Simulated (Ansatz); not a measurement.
# C: equation of state with LDA

Crystal: C.

```xyz
8
Lattice="2.5221 0.0000 0.0000 -1.2611 2.1842 0.0000 0.0000 0.0000 8.2371" Properties=species:S:1:pos:R:3 pbc="T T T"
C     1.2611    0.7281    6.9501
C     0.0000    1.4561    2.8315
C     1.2611    0.7281    5.4056
C     0.0000    1.4561    1.2870
C     0.0000    0.0000    7.4649
C     0.0000    0.0000    3.3463
C     0.0000    0.0000    4.8908
C     0.0000    0.0000    0.7722
```

This is a hexagonal form of diamond, not graphite.

- Program: Ansatz 0.2.0
- Task: equation of state
- Functional: LDA
- Potentials or basis: JTH PAW LDA
- Cutoff: 780 eV
- Density cutoff: 3900 eV
- k mesh: 12 × 12 × 4
- Occupations: fermi-dirac, width 0.05 eV
- Spin: no spin polarisation

```
Equilibrium volume                        : 5.50 Å³/atom
Bulk modulus at fixed shape and positions : 469 GPa
Pressure derivative of the bulk modulus   : 3.7
```

Energy against volume, from the lowest point:
```tsv
volume (Å³/atom)	energy (meV/atom)
5.332	7.38
5.445	0.09
5.559	0.00
5.672	6.44
5.785	18.82
5.899	36.60
6.012	59.28
```

All runs of the series together: 31 s on 2 threads of Arm Neoverse V1 (shared host).

Caveat: the cell was scaled at fixed shape and fractional positions, which overstates the stiffness of a crystal with free parameters, most of all of layers and chains.
